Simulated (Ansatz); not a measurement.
Every step of a relaxation of MgF2 (rutile type)

DFT, PBEsol, PAW with Ansatz's default frozen-core files, scalar-relativistic (Ansatz 0.2.0); a Γ-centred 7×7×10 k mesh, Fermi–Dirac smearing of 0.08 eV, no spin polarisation. The run relaxes shape and atoms at held volume.

Command: `ansatz run input.yaml --threads 2 --pin off --max-ram 5120MiB --backend cpu --events-out ev --progress --plain --runs-dir out` It took 12 s on 2 threads of Arm Neoverse V1 (shared host), peak memory 0.35 GiB.

PAW: frozen-core files, cutoff 420 eV; forces are relaxed below 0.005 eV/Å.

Each step lists its free energy a cell above the last geometry, the pressure, the cell vectors (Å), and Cartesian positions (Å) with forces (eV/Å).

The first step:

```
step 1  dF = 41.74 meV  P = 66.9 GPa
  cell 4.1581 0.0000 0.0000  0.0000 4.1581 0.0000  0.0000 0.0000 2.7448
  Mg 0.0000 0.0000 0.0000   0.0000 0.0000 0.0000
  Mg 2.0790 2.0790 1.3724   0.0000 0.0000 0.0000
  F 1.2615 1.2615 0.0000   -0.5529 -0.5529 0.0000
  F 2.8966 2.8966 0.0000   0.5529 0.5529 0.0000
  F 3.3406 0.8175 1.3724   -0.5529 0.5529 0.0000
  F 0.8175 3.3406 1.3724   0.5529 -0.5529 0.0000
```

The PAW files were made under PBE. The structure type is held throughout; the real material can change phase at far lower pressure.

The symmetry of the start is kept and no stability test is made, so the end need not be the stable phase.

Question: Where does the relaxation end, and by which steps?

Answer: After 5 geometries, with conventional a, b, c = 4.134, 4.134, 2.777 Å, at 7.909 Å³/atom and 66.1 GPa in space group P4_2/mnm, with a shortest distance of 1.758 Å. The further steps:
```
step 2  dF = 18.85 meV  P = 66.6 GPa
  cell 4.1523 0.0000 0.0000  0.0000 4.1523 0.0000  0.0000 0.0000 2.7525
  Mg 0.0000 0.0000 0.0000   0.0000 0.0000 0.0000
  Mg 2.0761 2.0761 1.3762   0.0000 0.0000 0.0000
  F 1.2554 1.2554 0.0000   -0.3637 -0.3637 0.0000
  F 2.8969 2.8969 0.0000   0.3637 0.3637 0.0000
  F 3.3315 0.8208 1.3762   -0.3637 0.3637 0.0000
  F 0.8208 3.3315 1.3762   0.3637 -0.3637 0.0000
step 3  dF = 0.29 meV  P = 66.1 GPa
  cell 4.1389 0.0000 0.0000  0.0000 4.1389 0.0000  0.0000 0.0000 2.7703
  Mg 0.0000 0.0000 0.0000   0.0000 0.0000 0.0000
  Mg 2.0694 2.0694 1.3852   0.0000 0.0000 0.0000
  F 1.2431 1.2431 0.0000   0.0150 0.0150 0.0000
  F 2.8958 2.8958 0.0000   -0.0150 -0.0150 0.0000
  F 3.3125 0.8264 1.3852   0.0150 -0.0150 0.0000
  F 0.8264 3.3125 1.3852   -0.0150 0.0150 0.0000
step 4  dF = 0.05 meV  P = 66.1 GPa
  cell 4.1358 0.0000 0.0000  0.0000 4.1358 0.0000  0.0000 0.0000 2.7744
  Mg 0.0000 0.0000 0.0000   0.0000 0.0000 0.0000
  Mg 2.0679 2.0679 1.3872   0.0000 0.0000 0.0000
  F 1.2430 1.2430 0.0000   0.0056 0.0056 0.0000
  F 2.8928 2.8928 0.0000   -0.0056 -0.0056 0.0000
  F 3.3110 0.8249 1.3872   0.0056 -0.0056 0.0000
  F 0.8249 3.3110 1.3872   -0.0056 0.0056 0.0000
step 5  dF = 0.00 meV  P = 66.1 GPa
  cell 4.1338 0.0000 0.0000  0.0000 4.1338 0.0000  0.0000 0.0000 2.7772
  Mg 0.0000 0.0000 0.0000   0.0000 0.0000 0.0000
  Mg 2.0669 2.0669 1.3886   0.0000 0.0000 0.0000
  F 1.2430 1.2430 0.0000   0.0003 0.0003 0.0000
  F 2.8908 2.8908 0.0000   -0.0003 -0.0003 0.0000
  F 3.3099 0.8239 1.3886   0.0003 -0.0003 0.0000
  F 0.8239 3.3099 1.3886   -0.0003 0.0003 0.0000
step 6  dF = -0.51 meV  P = 66.1 GPa  (same geometry on a basis chosen anew; earlier energies don't compare to the last digit)
  cell 4.1338 0.0000 0.0000  0.0000 4.1338 0.0000  0.0000 0.0000 2.7772
  Mg 0.0000 0.0000 0.0000   0.0000 0.0000 0.0000
  Mg 2.0669 2.0669 1.3886   0.0000 0.0000 0.0000
  F 1.2430 1.2430 0.0000   0.0003 0.0003 0.0000
  F 2.8908 2.8908 0.0000   -0.0003 -0.0003 0.0000
  F 3.3099 0.8239 1.3886   0.0003 -0.0003 0.0000
  F 0.8239 3.3099 1.3886   -0.0003 0.0003 0.0000
```
